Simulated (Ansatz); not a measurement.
Crystal: BN.

```
N B
1.0
     2.49824    0.00000    0.00000
    -1.24912    2.16354    0.00000
     0.00000    0.00000    6.63570
N B
2 2
Direct
  0.66667 0.33333 0.25000
  0.33333 0.66667 0.75000
  0.66667 0.33333 0.75000
  0.33333 0.66667 0.25000
```

| Quantity | Value |
| --- | --- |
| Program | Ansatz 0.2.0 |
| Task | relaxation of cell and atoms |
| Functional | RPBE |
| Dispersion | D4 |
| Potentials or basis | Ansatz PAW |
| Cutoff | 420 eV (not typed: the program's choice for these potentials) |
| k mesh | 12 × 12 × 4 |
| Occupations | fermi-dirac, width 0.05 eV |
| Spin | no spin polarisation |

At the start: volume 8.97 Å³/atom.

Q: Where does the relaxation end?

A: It ends after 10 steps and the volume is 8.39 Å³/atom (-6.4 %); space group P6_3/mmc (No. 194, to 0.05 Å).

Step by step:
```
step  energy change (eV)  largest force (eV/Å)  volume (Å³)
   1              0.0000                0.0000        35.87
   2             -0.0235                0.0000        34.59
   3             -0.0296                0.0000        33.64
   4             -0.0287                0.0000        33.95
   5             -0.0249                0.0000        33.95
   6             -0.0266                0.0000        33.61
   7             -0.0254                0.0000        33.61
   8             -0.0255                0.0000        33.58
   9             -0.0256                0.0000        33.56
  10             -0.0253                0.0000        33.56
```

Final structure:
```yaml
crystal:
  lattice:
    - [2.50963, 0.00000, 0.00000]
    - [-1.25482, 2.17340, 0.00000]
    - [0.00000, 0.00000, 6.15264]
  atoms:
    - { symbol: N, position: [0.66667, 0.33333, 0.25000] }
    - { symbol: N, position: [0.33333, 0.66667, 0.75000] }
    - { symbol: B, position: [0.66667, 0.33333, 0.75000] }
    - { symbol: B, position: [0.33333, 0.66667, 0.25000] }
```

Caveat: the plane-wave basis is chosen anew once the cell has moved, so the energies of steps on either side of that aren't comparable; the pressure holds a Pulay correction of +0.6 GPa for the finite cutoff; the PAW data sets come from PBE, with cores solved anew for the run's functional, which leaves a small shift of forces and pressure.
